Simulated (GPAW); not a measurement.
# GaN (F-43m) in GPAW: settings compared

The runs below take GaN through G0W0 quasiparticle levels, band structure, with LDA, PBEsol.

All numbers are computed with GPAW 26.7.0; they aren't measurements. Logs are shortened: lines on timing, memory, paths and dates and some standing lists are left out, and cuts for length are marked. The log counts tension as positive stress, the text compression.

**Measured values to compare with.**

A printed reference work, textbook reports, for a bulk crystal of GaN at 0 K: band gap 3.299 eV (direct).

How close the calculation comes is told below.

## 1. The crystal as given

The structure is cubic, space group F-43m (No. 216). The conventional cell has a = 4.507 Å, b = 4.507 Å, c = 4.507 Å, α = 90.00°, β = 90.00°, γ = 90.00°. Around Ga (site symmetry -43m) lie 4 N at 1.95 Å. Around N (site symmetry -43m) lie 4 Ga at 1.95 Å.

The cell is a database's computed one.

## 2. G0W0 quasiparticle levels, LDA

Input file run.py:

```python
import json
import numpy as np
from ase import Atoms
from ase.dft.bandgap import bandgap
from ase.io import write
from gpaw import GPAW, PW
from gpaw.response.g0w0 import G0W0

atoms = Atoms(['Ga', 'N'],
              cell=[[0.0, 2.2535006075, 2.2535006075],
                    [2.2535006075, 0.0, 2.2535006075],
                    [2.2535006075, 2.2535006075, 0.0]],
              scaled_positions=[[0.0, 0.0, 0.0],
                                [0.25, 0.25, 0.25]],
              pbc=True)

calc = GPAW(mode=PW(600),
            xc='LDA',
            kpts={'size': (6, 6, 6), 'gamma': True},
            occupations={'name': 'fermi-dirac', 'width': 0.001},
            nbands=11,
            convergence={'density': 1e-06},
            maxiter=150,
            txt='gpaw.txt')
atoms.calc = calc
energy = atoms.get_potential_energy()
calc.write('gs.gpw')
write('result.traj', atoms)
print(f'Energy: {energy:.6f} eV')
print('Fermi level:', round(calc.get_fermi_level(), 4), 'eV')
print(f'Gap: {bandgap(calc)[0]:.4f} eV, direct: {bandgap(calc, direct=True)[0]:.4f} eV')

calc.diagonalize_full_hamiltonian(nbands=99)
calc.write('full.gpw', mode='all')

ibz = calc.get_ibz_k_points()
gap, vbm, cbm = bandgap(calc, output=None)
gap, direct, _ = bandgap(calc, direct=True, output=None)
gamma = int(np.abs(ibz).sum(1).argmin())
kpts = sorted({gamma, vbm[1], cbm[1], direct[1]})
gw = G0W0(calc='full.gpw',
          filename='gw',
          ecut=150,
          ecut_extrapolation=True,
          relbands=(-2, 2),
          kpts=kpts,
          integrate_gamma='WS',
          ppa=True)
gw.calculate()
results = {mode: {key: np.asarray(r[key]).tolist() for key in ['f', 'eps', 'vxc', 'exx', 'sigma', 'Z', 'qp', 'sigma_eskn']}
           for mode, r in gw.all_results.items()}
json.dump({'kpts': ibz[kpts].tolist(), 'results': results}, open('gw.json', 'w'))
for mode, r in results.items():
    f, qp = np.array(r['f']), np.array(r['qp'])
    print(mode, 'quasiparticle energies (eV):')
    print(qp.round(3))
    print(mode, 'gap:', round(qp[f < 0.5].min() - qp[f > 0.5].max(), 4), 'eV')
```

Potentials or basis: the program's PAW data sets (release 1.2.1) made for this functional, pw.

Run with:

```
OMP_NUM_THREADS=1 python run.py
```

gpaw.txt:

```text
__  _  _
 | _ |_)|_||  |
 |__||  | ||/\| - 26.7.0

Input parameters:
  mode=PW(ecut=600.0),
  convergence={'density': 1e-06},
  kpts=MonkhorstPack(size=(6, 6, 6), gamma=True),
  maxiter=150,
  nbands=11,
  occupations=Occupations(name='fermi-dirac', width=0.001),
  xc=XC(name='LDA')

Diagonalizing LCAO Hamiltonian
Converting LCAO to pw mode

           N
       Ga

Atoms  # Å, Bohr magnetons
|   | symbol |        x |        y |        z |    initial magnetic moments |
|---|--------|----------|----------|----------|-----------------------------|
| 0 |     Ga | 0.000000 | 0.000000 | 0.000000 | ( 0.0000,  0.0000,  0.0000) |
| 1 |      N | 1.126750 | 1.126750 | 1.126750 | ( 0.0000,  0.0000,  0.0000) |

Unit cell  # Å
| periodic |        x |        y |        z |  lengths |    angles |
|----------|----------|----------|----------|----------|-----------|
|      yes | 0.000000 | 2.253501 | 2.253501 | 3.186931 | 60.000000 |
|      yes | 2.253501 | 0.000000 | 2.253501 | 3.186931 | 60.000000 |
|      yes | 2.253501 | 2.253501 | 0.000000 | 3.186931 | 60.000000 |

Number of symmetries: 24
Symmetry operations  # r_c * U_cc + t_c -> r_c
|    | kind |            matrix            |
|----|------|------------------------------|
|  0 |  E   |  1, 0, 0,  0, 1, 0,  0, 0, 1 |
|  1 |  σ   |  1, 0, 0,  0, 0, 1,  0, 1, 0 |
|  2 |  σ   |  1, 0,-1,  0, 1,-1,  0, 0,-1 |
|  3 |  C3  |  1, 0,-1,  0, 0,-1,  0, 1,-1 |
|  4 |  C3  |  1,-1, 0,  0,-1, 1,  0,-1, 0 |
|  5 |  σ   |  1,-1, 0,  0,-1, 0,  0,-1, 1 |
|  6 |  σ   |  0, 1, 0,  1, 0, 0,  0, 0, 1 |
|  7 |  C3  |  0, 1, 0,  0, 0, 1,  1, 0, 0 |
|  8 |  C2  |  0, 1,-1,  1, 0,-1,  0, 0,-1 |
|  9 |  S4  |  0, 1,-1,  0, 0,-1,  1, 0,-1 |
| 10 |  C3  |  0, 0, 1,  1, 0, 0,  0, 1, 0 |
| 11 |  σ   |  0, 0, 1,  0, 1, 0,  1, 0, 0 |
| 12 |  S4  |  0, 0,-1,  1, 0,-1,  0, 1,-1 |
| 13 |  C3  |  0, 0,-1,  0, 1,-1,  1, 0,-1 |
| 14 |  S4  |  0,-1, 1,  1,-1, 0,  0,-1, 0 |
| 15 |  C2  |  0,-1, 1,  0,-1, 0,  1,-1, 0 |
| 16 |  C3  |  0,-1, 0,  1,-1, 0,  0,-1, 1 |
| 17 |  S4  |  0,-1, 0,  0,-1, 1,  1,-1, 0 |
| 18 |  S4  | -1, 1, 0, -1, 0, 1, -1, 0, 0 |
| 19 |  C3  | -1, 1, 0, -1, 0, 0, -1, 0, 1 |
| 20 |  C3  | -1, 0, 1, -1, 1, 0, -1, 0, 0 |
| 21 |  S4  | -1, 0, 1, -1, 0, 0, -1, 1, 0 |
| 22 |  σ   | -1, 0, 0, -1, 1, 0, -1, 0, 1 |
| 23 |  C2  | -1, 0, 0, -1, 0, 1, -1, 1, 0 |

BZ-sampling:
  Number of BZ points: 216
  Number of IBZ points: 16

  Monkhorst-Pack size: [6, 6, 6]
  Monkhorst-Pack shift: [0.08333333333333333, 0.08333333333333333, 0.08333333333333333]

K-points  # in reciprocal-cell coordinates
|     |                                coordinates |     weight |
|-----|--------------------------------------------|------------|
|   0 | (  0.00000000,   0.00000000,   0.00000000) | 0.00462963 |
|   1 | (  0.16666667,   0.16666667,   0.00000000) | 0.02777778 |
|   2 | (  0.16666667,   0.16666667,   0.16666667) | 0.03703704 |
|   3 | (  0.33333333,   0.16666667,   0.16666667) | 0.05555556 |
|   4 | (  0.33333333,   0.33333333,  -0.33333333) | 0.05555556 |
|   5 | (  0.33333333,   0.33333333,   0.00000000) | 0.02777778 |
|   6 | (  0.33333333,   0.33333333,   0.16666667) | 0.11111111 |
|   7 | (  0.33333333,   0.33333333,   0.33333333) | 0.03703704 |
|   8 | (  0.50000000,   0.33333333,  -0.33333333) | 0.11111111 |
|   9 | (  0.50000000,   0.33333333,  -0.16666667) | 0.05555556 |
| ... |                                            |            |
|  15 | (  0.50000000,   0.50000000,   0.50000000) | 0.01851852 |

Plane wave coefficients: 778
Cutoff: 600.0 eV

Spin-components: 1 (collinear spins)
Bands:           11
Projectors:      10
Spin-degeneracy: 2
Datatype:        complex128

Parallelization:
  kpt:    1
  domain: 1
  band:   1

Density:
  Valence electrons: 8.0
  Components: 1
  Grid points: [20 20 20]
  Charge: 0.0  # |e|

Potential:
  Grid points: [20 20 20]

species:
  Ga:
    name:    Gallium
    Z:       31.0
    valence: 3
    core:    28
    charge:  0.0  # [|e|]
    compensation charges:
      type: gauss
      rc: 0.37  # [Å]
      lmax: 2
    cutoffs:
      filter: 2.06  # [Å]
      core: 4.17  # [Å]
    projectors
    | kind |    occ | energy [eV] | rcut [Å] |
    |------|--------|-------------|----------|
    |   4s |  2.000 |      -9.167 |    1.164 |
    |   4p |  1.000 |      -2.734 |    1.164 |
    |    s |        |      18.045 |    1.164 |
    |    p |        |      24.478 |    1.164 |
    |    d |        |       0.000 |    1.164 |

    Using partial waves for Ga as LCAO basis

  N:
    name:    Nitrogen
    Z:       7.0
    valence: 5
    core:    2
    charge:  0.0  # [|e|]
    compensation charges:
      type: gauss
      rc: 0.18  # [Å]
      lmax: 2
    cutoffs:
      filter: 1.11  # [Å]
      core: 0.96  # [Å]
    projectors
    | kind |    occ | energy [eV] | rcut [Å] |
    |------|--------|-------------|----------|
    |   2s |  2.000 |     -18.420 |    0.603 |
    |   2p |  3.000 |      -7.237 |    0.529 |
    |    s |        |       8.791 |    0.603 |
    |    p |        |      19.974 |    0.529 |
    |    d |        |       0.000 |    0.577 |

    Using partial waves for N as LCAO basis

Reference energy: -54278.930546  # eV

eigensolver:
  PPCG
  Converge bands: occupied
  niter=2

density mixing:
  MSR1-Mixer
  Pratt-step length: 0.05
  Maximum mixing coefficient: 0.75
  Old densities: 10
  SVD Regularization: 0.005
  Good broyden scale: 1.0
  Trust region scale: 1.0
  Backstep threshold: 4.0
  History deletion threshold: 6.0
  Fourier metric: weight=20.0, sigma=0.015

occupation numbers:
  Fermi-Dirac:
    width: 0.0010  # eV

poisson solver:
  ecut: 4800.0  # eV

xc functional:
  name: None

convergence criteria:
- Maximum integral of absolute [dens]ity change: 1e-06 electrons / valence electron
- Maximum [total energy] change in last 3 cyles: 0.0005 eV / valence electron
- Maximum integral of absolute [eigenst]ate change: 4e-08 eV^2 / valence electron
maximum number of iterations: 150

SCF iterations
|iter     | |      energy | eigst |  dens |
|---------|-|-------------|-------|-------|
|iter:   1| |  -15.438913 | -0.32 |       |
|iter:   2| |  -14.977752 | -2.08 | -0.58 |
|iter:   3| |  -13.723500 | -0.77 | -0.63 |
|iter:   4| |  -13.708800 | -3.18 | -1.31 |
|iter:   5| |  -13.704055 | -3.50 | -1.59 |
|iter:   6| |  -13.704054 | -5.83 | -2.83 |
|iter:   7| |  -13.704056c| -6.56 | -3.20 |
|iter:   8| |  -13.704056c| -7.59c| -4.40 |
|iter:   9| |  -13.704056c| -8.47c| -5.16 |
|iter:  10| |  -13.704056c| -9.40c| -5.91 |
|iter:  11| |  -13.704056c|-10.10c| -6.64c|

Converged in 11 steps
Energy contributions relative to reference atoms: (reference = -54278.930546)

Energy contributions:
  Kinetic:          32.246266
  Coulomb:         -28.285032
  Zero:              0.052660
  External:          0.000000
  Xc:              -17.717950
  Entropy:          -0.000000
  Spinorbit:         0.000000
  ----------------------------
  Free energy:     -13.704056
  Extrapolated:    -13.704056

dipole moment: (-12.671231, -12.671231, -12.671231)  # |e|*Ang

Fermi level: 6.073
Eigenvalues  # (at kpt = [0.000, 0.000, 0.000])
| band index |      eig [eV] | occ [0-2] |
|------------|---------------|-----------|
|          0 |        -9.724 |     2.000 |
|          1 |         6.045 |     2.000 |
|          2 |         6.045 |     2.000 |
|          3 |         6.045 |     2.000 |
|          4 |         7.884 |     0.000 |
|          5 |        16.247 |     0.000 |
|          6 |        16.247 |     0.000 |
|          7 |        16.247 |     0.000 |
|          8 |        23.425 |     0.000 |
|          9 |        24.387 |     0.000 |
|         10 |        24.397 |     0.000 |

Gap: 1.839 eV
Transition (v -> c):
  (s=0, k=0, n=3, [0.00, 0.00, 0.00]) -> (s=0, k=0, n=4, [0.00, 0.00, 0.00])
No difference between direct/indirect transitions
# Writing to gs.gpw (mode='')

Matrix size: 778x778
# Writing to full.gpw (mode='all')
```

Run time: 3.7 min. Hardware: 1 thread of Intel Xeon Platinum 8259CL at 2.50GHz (Skylake/Cascade Lake), shared host; peak memory 0.37 GiB.

What came out:

| Quantity | Value |
| --- | --- |
| Free energy | -13.7041 eV |
| Band gap on the k mesh, mean-field level | 1.84 eV, direct |
| Quasiparticle gap | 3.42 eV |
| Least direct quasiparticle gap | 3.42 eV |

Levels at points of the mesh, in eV from the valence-band top:
```tsv
k point	band 2	band 3	band 4	band 5	band 6	band 7
(0.00, 0.00, 0.00)	0.00	0.00	0.00	1.84	10.20	10.20
(0.50, 0.50, 0.00)	-6.28	-2.69	-2.69	3.28	6.57	11.61
(0.50, 0.50, 0.50)	-7.08	-0.98	-0.98	4.63	8.72	10.26
```

Caveat: the k mesh is coarse; the quasiparticle gap is taken among the few k points that were corrected; the long-wavelength limit can be off by a per cent or two.

## 3. Band structure, PBEsol, 10.55 Å³/atom

Input file run.py:

```python
from ase import Atoms
from ase.dft.bandgap import bandgap
from ase.io import write
from ase.units import GPa
from gpaw import GPAW, PW, setup_paths

setup_paths.insert(0, '.')

atoms = Atoms(['Ga', 'N'],
              cell=[[0.0, 2.1633605832, 2.2535006075],
                    [2.1633605832, 0.0, 2.2535006075],
                    [2.1633605832, 2.1633605832, 0.0]],
              scaled_positions=[[0.0, 0.0, 0.0],
                                [0.25, 0.25, 0.25]],
              pbc=True)

calc = GPAW(mode=PW(800),
            xc='PBEsol',
            kpts={'size': (10, 10, 10), 'gamma': True},
            occupations={'name': 'fermi-dirac', 'width': 0.05},
            nbands=11,
            convergence={'density': 1e-05, 'energy': 1e-05},
            maxiter=150,
            txt='gpaw.txt')
atoms.calc = calc
energy = atoms.get_potential_energy()
forces = atoms.get_forces()
stress = atoms.get_stress()
calc.write('gs.gpw')
write('result.traj', atoms)
print(f'Energy: {energy:.6f} eV')
print('Forces (eV/A):')
print(forces.round(4))
print('Stress (GPa):', (stress / GPa).round(3))
print('Fermi level:', round(calc.get_fermi_level(), 4), 'eV')
print(f'Gap: {bandgap(calc)[0]:.4f} eV, direct: {bandgap(calc, direct=True)[0]:.4f} eV')

path = atoms.cell.bandpath('GXYSGZS1NPY1Z,XP', npoints=60, eps=1e-4)
bs_calc = calc.fixed_density(kpts=path, symmetry='off', nbands=19,
                             convergence={'bands': 'CBM+6.0', 'eigenstates': 1e-6}, txt='bands.txt')
bs = bs_calc.band_structure()
bs.write('bs.json')
print(f'Gap on the path: {bandgap(bs_calc)[0]:.4f} eV')
```

Potentials or basis: PAW data sets generated in the run's folder for this functional, pw.

Run with:

```
gpaw-setup -f PBEsol Ga N
OMP_NUM_THREADS=1 python run.py
```

Run time: 21 s. Hardware: 1 thread of Intel Xeon 6975P-C (Granite Rapids), shared host; peak memory 0.22 GiB.

The run converged. Its results:

| Quantity | Value |
| --- | --- |
| Free energy | -12.8101 eV |
| Pressure | 29.2 GPa |
| Band gap on the k mesh | 2.26 eV, direct |
| Band gap along the path | 2.26 eV, direct |

Caveat: the data sets keep Ga 3d, Li 1s and Be 1s frozen, and some such compounds lay over 1.5 % in volume off other programs; the density grid can change from cell to cell, which puts small steps into energies and stress.

## 4. Band structure, PBEsol, 10.99 Å³/atom

Edit run.py of step 3 so:

```diff
@@ -9,5 +9,5 @@
 atoms = Atoms(['Ga', 'N'],
-              cell=[[0.0, 2.1633605832, 2.2535006075],
-                    [2.1633605832, 0.0, 2.2535006075],
-                    [2.1633605832, 2.1633605832, 0.0]],
+              cell=[[0.0, 2.2084305954, 2.2535006075],
+                    [2.2084305954, 0.0, 2.2535006075],
+                    [2.2084305954, 2.2084305954, 0.0]],
               scaled_positions=[[0.0, 0.0, 0.0],
```

Run with:

```
gpaw-setup -f PBEsol Ga N
OMP_NUM_THREADS=1 python run.py
```

Wall time 20 s (1 thread of Intel Xeon 6975P-C (Granite Rapids), shared host); peak memory 0.23 GiB.

It converged, with:

| Item | Value |
| --- | --- |
| Free energy | -12.9463 eV |
| Pressure | 16.9 GPa |
| Band gap on the k mesh | 2.03 eV, direct |
| Band gap along the path | 2.03 eV, direct |

Caveat: the data sets keep Ga 3d, Li 1s and Be 1s frozen, and some such compounds lay over 1.5 % in volume off other programs; the density grid can change from cell to cell, which puts small steps into energies and stress.

## 5. How close it comes

Step 2. A measured gap of GaN is 3.299 eV (direct; 0 K; a printed reference work, textbook); the calculated 3.42 eV misses it by +0.12 eV. Spin-orbit coupling on Ga is left out. The value is that of G0W0 on LDA, without temperature or zero-point motion. The cell is a database's relaxed one, not the measured one, which moves gaps too.
